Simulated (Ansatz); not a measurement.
# NiO (Fm-3m) in Ansatz: relaxation of cell and atoms with PBEsol+D4

Aim: the relaxation of cell and atoms of NiO with PBEsol+D4.

Program: Ansatz 0.2.0. These are calculated values, not measurements. Logs are shortened: lines on timing, memory, paths and dates and some standing lists are left out, and cuts for length are marked.

## 1. The crystal as given

It takes space group Fm-3m (No. 225, cubic). Conventional cell: a = 4.172 Å, b = 4.172 Å, c = 4.172 Å, α = 90.00°, β = 90.00°, γ = 90.00°. Ni (site symmetry m-3m) is surrounded by 6 O at 2.09 Å. O (site symmetry m-3m) is surrounded by 6 Ni at 2.09 Å.

## 2. Relaxation of cell and atoms, PBEsol+D4, collinear spin, ferromagnetic start

Contents of input.yaml:

```yaml
crystal:
  lattice:
    - [0.0, 2.0859016414, 2.0859016414]
    - [2.0859016414, 0.0, 2.0859016414]
    - [2.0859016414, 2.0859016414, 0.0]
  atoms:
    - { symbol: Ni, position: [0.0, 0.0, 0.0], spin: 1.0 }
    - { symbol: O, position: [0.5, 0.5, 0.5] }
hamiltonian:
  xc: pbesol
  pseudopotentials: { kind: paw }
  dispersion: d4
magnetization:
  spin_polarized: true
kpoints:
  mp_grid: { grid: [11, 11, 11] }
scf:
  occupations: { method: fermi_dirac, width: 0.05 }
output:
  forces: true
  stress: true
relax:
  f_tol: 0.01
  max_steps: 40
  cell: { stress_tol: 0.05 }
```

Potentials or basis: Ansatz PAW.

Command:

```console
ansatz run input.yaml --threads 2 --pin off --max-ram 5632MiB --backend cpu --events-out ev --progress --plain --runs-dir out
```

The program printed:

```text
Warning: RAYON_NUM_THREADS=2 ignored (pool sized by the plan → 2); use --threads N
Engine: ansatz 0.2.0, x86_64-unknown-linux-gnu
Pseudopotentials: kind: paw
Pseudopotential: Ni, paw, valence charge 18, recommended cutoff 420 eV (normal), Ni.paw.azcp
Pseudopotential: O, paw, valence charge 6, recommended cutoff 420 eV (normal), O.paw.azcp
Functional definition: PBEsol
  exchange = pbesol_x
  correlation = pbesol_c
Crystal: 2 atoms, lattice volume = 18.151 Å³
Basis set: ecut = 420 eV, 339 PW (Γ), exchange–correlation on 40×40×40 points (8 copies of the dense FFT grid, shifted against one another)
Bands: 17, of which v1, the nominal top of the filled ones, is band 12 counted from 1 (11 counted from 0)
Symmetry: 48 space group operations
Space group: Fm-3m (ITA 225), of the structure as read, at distance tolerance 2.6e-5 Å
Magnetic group: BNS 225.116 (UNI 1618), of the structure as read, at distance tolerance 2.6e-5 Å
k-points: 56 of 1331
Non-local potential: Ni, projectors of the file, l = 0: 3, l = 1: 2, l = 2: 3, l = 3: 1
Non-local potential: O, projectors of the file, l = 0: 2, l = 1: 2, l = 2: 1
PAW form: soft (Blöchl's): semilocal exchange-correlation on the pseudo side does not see the compensation charge
PAW frozen core: Ni, regenerated for the run's functional, and the local potential with it (the file was generated under x = pbe(κ = 0.804, μ = 0.2195149727645171), c = pbe(β = 0.06672455060314922))
PAW frozen core: O, regenerated for the run's functional, and the local potential with it (the file was generated under x = pbe(κ = 0.804, μ = 0.2195149727645171), c = pbe(β = 0.06672455060314922))
PAW one-centre angular grid: Ni, 590 points (default); XC on 64 Gauss nodes
PAW one-centre angular grid: O, 110 points (default); XC on 64 Gauss nodes
Initial density: superposition of atomic densities (chi_scale 0.1, normalization cell, long waves kept (reshape's long-wave potential 0.00 eV rms))
Starting moments: Σ|m| = 1 μB on 1 of 2 sites
Initial wavefunctions: pseudopotential atomic-orbital guess
Functional: x = pbesol(κ = 0.804, μ = 0.12345679012345678), c = pbesol(β = 0.046)
SCF iter   1: F=—  HF=-6363.537671 eV  |F-HF|=—  |Δ(HF+E_count)|=         —  Δρ=1.46e-1 (↑1.05e-1 ↓1.46e-1)  dr2=8.02e0  dr2_m=1.06e-1  M=0.870 μB ∫|m|=0.870 μB  β_m=0.30  ethr=3.10e-3  ⟨swp⟩=5.6  Hψ=8356  notcnv=0
Mixer restart at iter 1: flushing history
preconditioner: auto → none  [metal: Δε(μ)=0.002 eV  Ē_g=14.051 eV  σ=0.050 eV  W_gap=0.01  n_scr=8 (ndim 8)  ℏωp=34.9 eV  f_vac=0.000  D(μ)=2.25/eV (n_scr^D=26)  sad-step TF]
SCF iter   2: F=—  HF=-6364.097339 eV  |F-HF|=—  |Δ(HF+E_count)|=   5.60e-1  Δρ=5.79e-2 (↑3.60e-2 ↓5.79e-2)  dr2=9.06e-1  dr2_m=5.82e-2  M=1.001 μB ∫|m|=1.001 μB  β_m=0.36  ethr=3.10e-3  ⟨swp⟩=3.0  Hψ=4847  notcnv=0  defer=20
SCF iter   3: F=—  HF=-6364.469624 eV  |F-HF|=—  |Δ(HF+E_count)|=   3.72e-1  Δρ=3.01e-2 (↑1.84e-2 ↓3.01e-2)  dr2=1.64e-1  dr2_m=2.78e-2  M=1.045 μB ∫|m|=1.046 μB  β_m=0.59  ethr=3.10e-3  ⟨swp⟩=2.0  Hψ=3287  notcnv=0  defer=17
SCF iter   4: F=—  HF=-6364.625525 eV  |F-HF|=—  |Δ(HF+E_count)|=         —  Δρ=2.57e-2 (↑1.24e-2 ↓2.57e-2)  dr2=1.95e-2  dr2_m=5.85e-2  M=1.239 μB ∫|m|=1.241 μB  β_m=0.59  ethr=6.83e-4  ⟨swp⟩=2.3  Hψ=3180  notcnv=0  defer=17
Mixer restart at iter 4: flushing history
SCF iter   5: F=—  HF=-6364.628675 eV  |F-HF|=—  |Δ(HF+E_count)|=   3.15e-3  Δρ=1.60e-2 (↑1.60e-2 ↓6.26e-3)  dr2=1.67e-2  dr2_m=1.82e-2  M=1.262 μB ∫|m|=1.265 μB  β_m=0.69  ethr=8.14e-5  ⟨swp⟩=2.4  Hψ=4590  notcnv=0  defer=20
SCF iter   6: F=—  HF=-6364.645560 eV  |F-HF|=—  |Δ(HF+E_count)|=   1.69e-2  Δρ=2.71e-2 (↑6.82e-3 ↓2.71e-2)  dr2=8.88e-2  dr2_m=3.20e-2  M=1.354 μB ∫|m|=1.358 μB  β_m=0.27  ethr=6.95e-5  ⟨swp⟩=2.8  Hψ=3931  notcnv=0  defer=20  recentre
SCF iter   7: F=—  HF=-6364.623733 eV  |F-HF|=—  |Δ(HF+E_count)|=   2.18e-2  Δρ=6.86e-3 (↑6.86e-3 ↓5.34e-3)  dr2=1.17e-3  dr2_m=5.85e-3  M=1.325 μB ∫|m|=1.329 μB  β_m=0.45  ethr=6.95e-5  ⟨swp⟩=2.1  Hψ=4589  notcnv=0  defer=21
SCF iter   8: F=—  HF=-6364.623531 eV  |F-HF|=—  |Δ(HF+E_count)|=   2.02e-4  Δρ=1.37e-3 (↑1.37e-3 ↓5.22e-4)  dr2=8.21e-5  dr2_m=1.15e-4  M=1.398 μB ∫|m|=1.403 μB  β_m=0.73  ethr=4.86e-6  ⟨swp⟩=2.1  Hψ=3021  notcnv=0  defer=21
SCF iter   9: F=—  HF=-6364.623604 eV  |F-HF|=—  |Δ(HF+E_count)|=   7.28e-5  Δρ=9.29e-4 (↑4.99e-4 ↓9.29e-4)  dr2=6.91e-5  dr2_m=7.32e-5  M=1.409 μB ∫|m|=1.414 μB  β_m=0.74  ethr=3.42e-7  ⟨swp⟩=2.0  Hψ=2909  notcnv=0  defer=21
SCF iter  10: F=—  HF=-6364.623622 eV  |F-HF|=—  |Δ(HF+E_count)|=   1.75e-5  Δρ=2.13e-4 (↑1.53e-4 ↓2.13e-4)  dr2=2.17e-6  dr2_m=5.16e-6  M=1.404 μB ∫|m|=1.410 μB  β_m=0.83  ethr=2.88e-7  ⟨swp⟩=2.0  Hψ=2520  notcnv=0  defer=21
[... 90 lines left out ...]
SCF iter   5: F=—  HF=-6364.653297 eV  |F-HF|=—  |Δ(HF+E_count)|=   5.42e-7  Δρ=6.45e-5 (↑6.45e-5 ↓5.17e-5)  dr2=6.59e-8  dr2_m=4.76e-7  M=1.254 μB ∫|m|=1.258 μB  β_m=0.18  ethr=3.66e-10  ⟨swp⟩=2.0  Hψ=3279  notcnv=0
SCF iter   6: F=—  HF=-6364.653299 eV  |F-HF|=—  |Δ(HF+E_count)|=   1.81e-6  Δρ=2.95e-5 (↑2.95e-5 ↓2.45e-5)  dr2=8.32e-8  dr2_m=5.99e-8  M=1.253 μB ∫|m|=1.257 μB  β_m=0.43  ethr=2.75e-10  ⟨swp⟩=2.2  Hψ=3255  notcnv=0
SCF iter   7: F=-6364.653299 eV  HF=-6364.653299 eV  |F-HF|=6.38e-8  |Δ(HF+E_count)|=   8.37e-8  Δρ=2.05e-5 (↑4.55e-6 ↓2.05e-5)  dr2=7.29e-8  dr2_m=1.47e-8  M=1.253 μB ∫|m|=1.257 μB  ethr=2.75e-10  ⟨swp⟩=2.0  Hψ=5772  notcnv=0
SCF 7 converged in 7 iterations: F = -6364.653299 eV  dr2 = 7.29e-8
relax step   7: F+E_penalty+E_count = -6364.65329889 eV  Δ(F+E_penalty+E_count) = -1.193e-4 eV  max|allowed force component| = 1.893e-29 eV/Å  Δτ_max = 0.0000 Å  P = -0.002 GPa  Ω = 17.260 Å³  energy of the carried Pulay correction = +1.014e-4 eV  (7 SCF iters, dr2 threshold 1.98e-7 eV, accepted)
iter 1 solved again at ethr=3.02e-9 eV; its pass at ethr=3.10e-3 eV (dr2=7.24e-7 eV) is discarded
SCF iter   1: F=—  HF=-6364.653247 eV  |F-HF|=—  |Δ(HF+E_count)|=         —  Δρ=5.99e-6 (↑4.04e-6 ↓5.99e-6)  dr2=6.62e-9  dr2_m=1.07e-9  M=1.253 μB ∫|m|=1.257 μB  β_m=0.65  ethr=3.02e-9  ⟨swp⟩=3.2  Hψ=13948  notcnv=0
preconditioner: auto → none  [metal: Δε(μ)=0.046 eV  Ē_g=14.864 eV  σ=0.050 eV  W_gap=0.22  n_scr=0 (ndim 8)  ℏωp=35.8 eV  f_vac=0.000  D(μ)=1.59/eV (n_scr^D=14)]
SCF iter   2: F=—  HF=-6364.653247 eV  |F-HF|=—  |Δ(HF+E_count)|=   3.18e-9  Δρ=4.61e-6 (↑4.61e-6 ↓2.38e-6)  dr2=1.46e-9  dr2_m=1.23e-9  M=1.253 μB ∫|m|=1.257 μB  β_m=0.49  ethr=2.76e-11  ⟨swp⟩=2.1  Hψ=3191  notcnv=0
SCF iter   3: F=—  HF=-6364.653247 eV  |F-HF|=—  |Δ(HF+E_count)|=  9.95e-10  Δρ=5.28e-6 (↑1.53e-6 ↓5.28e-6)  dr2=2.34e-9  dr2_m=1.64e-9  M=1.253 μB ∫|m|=1.257 μB  β_m=0.71  ethr=6.08e-12  ⟨swp⟩=2.0  Hψ=3275  notcnv=0
SCF iter   4: F=—  HF=-6364.653247 eV  |F-HF|=—  |Δ(HF+E_count)|=   2.81e-9  Δρ=3.43e-6 (↑3.43e-6 ↓2.44e-6)  dr2=5.77e-10  dr2_m=1.16e-9  M=1.253 μB ∫|m|=1.257 μB  β_m=0.85  ethr=6.08e-12  ⟨swp⟩=2.1  Hψ=3126  notcnv=0
SCF iter   5: F=—  HF=-6364.653247 eV  |F-HF|=—  |Δ(HF+E_count)|=  2.00e-11  Δρ=2.47e-6 (↑1.97e-6 ↓2.47e-6)  dr2=5.01e-10  dr2_m=6.37e-10  M=1.253 μB ∫|m|=1.257 μB  β_m=0.93  ethr=2.40e-12  ⟨swp⟩=2.0  Hψ=2816  notcnv=0
SCF iter   6: F=—  HF=-6364.653247 eV  |F-HF|=—  |Δ(HF+E_count)|=  1.45e-10  Δρ=3.23e-7 (↑1.90e-7 ↓3.23e-7)  dr2=1.90e-11  dr2_m=4.94e-12  M=1.253 μB ∫|m|=1.257 μB  β_m=0.84  ethr=2.09e-12  ⟨swp⟩=2.0  Hψ=2686  notcnv=0
SCF iter   7: F=—  HF=-6364.653247 eV  |F-HF|=—  |Δ(HF+E_count)|=  2.27e-11  Δρ=1.89e-7 (↑1.17e-7 ↓1.89e-7)  dr2=6.62e-12  dr2_m=1.95e-12  M=1.253 μB ∫|m|=1.257 μB  β_m=0.92  ethr=1.00e-12  ⟨swp⟩=1.0  Hψ=1904  notcnv=0
SCF iter   8: F=-6364.653247 eV  HF=-6364.653247 eV  |F-HF|=2.73e-12  |Δ(HF+E_count)|=  4.55e-12  Δρ=1.28e-7 (↑4.86e-8 ↓1.28e-7)  dr2=2.93e-12  dr2_m=6.70e-13  M=1.253 μB ∫|m|=1.257 μB  ethr=1.00e-12  ⟨swp⟩=3.7  Hψ=7414  notcnv=0
SCF 8 converged in 8 iterations: F = -6364.653247 eV  dr2 = 2.93e-12
relax step   8: F+E_penalty+E_count = -6364.65324654 eV  Δ(F+E_penalty+E_count) = +5.235e-5 eV  max|allowed force component| = 2.577e-29 eV/Å  Δτ_max = 0.0000 Å  P = -0.004 GPa  Ω = 17.260 Å³  stress off target by 4.25e-3 GPa  SCF on the basis re-selected at this cell (its energy is not comparable with the rows above)  (8 SCF iters)
basis re-selected at this cell: Δ(F+E_penalty+E_count) = +5.235e-5 eV, ΔP = -0.002 GPa vs the last step (what re-selecting the basis moved, of the pressure what is left beyond the Pulay correction that the steps carried, after the strain that the cell walked since its last selection, with what the two solves' SCF thresholds leave and, on support functions, any second-order correction that the steps lacked; it is no measure of the basis error at this ecutwfc). This SCF's stress stands 4.25e-3 GPa from its target on what of the cell is left free (relax.cell.stress_tol is 5.00e-2 GPa) and its largest allowed force component is 2.58e-29 eV/Å (relax.f_tol is 1.00e-2 eV/Å): within both
SCF converged after 8 iterations
Magnetization: 1.2531 μB (12.6266 up, 11.3734 down)
Absolute magnetization: 1.2570 μB (∫|ρ↑−ρ↓|, with the PAW one-centre terms)
Spin contamination: 0.0066 ħ² per cell (⟨S²⟩ above its minimum at these occupations)
Per-site moments (μB) at R_I (Å): [(1.0243820886332773, 0.8461097363095077), (0.18495166359162016, 0.8461097363095077)]
Free energy (F): -6364.653247 eV
Harris-Foulkes:  -6364.653247 eV  (|F-HF|=2.73e-12)
Internal energy: -6364.640153 eV  (E = F + TS)
E sigma→0 (E₀):  -6364.646700 eV
Entropy (-TS):   -0.013093 eV (-6.547 meV/atom)
Fermi energy:    15.483158 eV
--- Per-component energies (eV) ---
  E_band       = -302.911331
  E_kinetic    = 453.990529
  E_local      = -3907.209891  (includes V_loc(G=0)·N_el)
  E_nonlocal   = 694.288355
  E_hartree    = 1611.406686
  E_xc         = -155.312022
  E_vxc        = -200.228823  (∫ρ·V_xc dr)
  E_paw        = -1751.767884  (= ΣΔE_a)
  E_vpaw       = -566.567847  (= ΣTr[D̂ρ^β])
  E_aug_tail   = 0.002905  (compensation charges beyond the density's cutoff)
  E_ewald      = -3309.902859
  E_disp       = -0.368549  (pairwise vdW)
  E_core_change = 0.232577  (= ΣΔE_core)
  E_smearing   = -0.013093  (= −TS)
  E_closure    = 0.000000  (closes the sum)
  Σ components = -6364.653247   (vs F -6364.653247, Δ=0.00e0)
--- Forces (eV/Å), atoms counted from 1 ---
  atom   1  Ni    -0.00000000     0.00000000    -0.00000000
  atom   2  O      0.00000000     0.00000000     0.00000000
  max |Σ_I F_I| component: 4.94e-29 eV/Å
--- Stress (GPa, compression-positive) ---
       -0.004249      -0.000000       0.000000
       -0.000000      -0.004249      -0.000000
        0.000000      -0.000000      -0.004249
  P = ⅓ Tr σ = -0.0042 GPa (-0.042 kbar)
--- Relaxed structure (6 steps of the walk, 6 accepted, 2 SCFs on fresh bases) ---
  F+E_penalty+E_count = -6364.65324654 eV   max|allowed force component| = 2.577e-29 eV/Å   (the final SCF, on the basis selected at the relaxed cell)
  cell:  # Å, volume = 17.2599 Å³
    - [-5.250621649522878e-34, 2.05117511832608, 2.05117511832608]
    - [2.05117511832608, -2.22984725804818e-34, 2.05117511832608]
    - [2.05117511832608, 2.05117511832608, 1.1320284545740144e-36]
  atoms:
    - { symbol: Ni, position: [1.6230025726769214e-36, -1.3825577470927253e-36, -1.623002572684466e-36] }
    - { symbol: O, position: [0.49999999999999994, 0.49999999999999994, 0.49999999999999994] }
```

Run time: 15 s. Hardware: 2 threads of Intel Xeon Platinum 8259CL at 2.50GHz (Skylake/Cascade Lake), shared host; peak memory 0.38 GiB.

Results:

- Free energy: -6364.6532 eV
- Relaxed volume: 8.63 Å³/atom
- Relaxed cell: a = 2.901 Å, b = 2.901 Å, c = 2.901 Å, α = 60.00°, β = 60.00°, γ = 60.00°
- Space group after relaxing (to 0.05 Å): Fm-3m (No. 225)
- Energy gained by relaxing: 14.8 meV/atom
- Ionic steps: 8
- Pressure after relaxing: 0.0 GPa
- Net moment: 1.25 μB per cell
- Absolute moment: 1.26 μB per cell
- Site moments: Ni +1.02; O +0.18 μB

The path:
```tsv
step	energy change (eV)	largest force (eV/Å)	volume (Å³)
1	0.0000	0.0000	18.15
2	-0.0229	0.0000	17.72
3	-0.0331	0.0000	17.21
4	-0.0330	0.0000	17.29
5	-0.0330	0.0000	17.28
6	-0.0296	0.0000	17.28
7	-0.0297	0.0000	17.26
8	-0.0296	0.0000	17.26
```

Final structure:
```
CELL_PARAMETERS angstrom
0.00000 2.05118 2.05118
2.05118 0.00000 2.05118
2.05118 2.05118 0.00000
ATOMIC_POSITIONS crystal
Ni 0.00000 0.00000 0.00000
O 0.50000 0.50000 0.50000
```

Caveat: the plane-wave basis is chosen anew once the cell has moved, so the energies of steps on either side of that aren't comparable; the pressure holds a Pulay correction of +0.8 GPa for the finite cutoff; a cell with one magnetic atom can't hold antiferromagnetic order, which such compounds often take; the PAW data sets come from PBE, with cores solved anew for the run's functional, which leaves a small shift of forces and pressure.
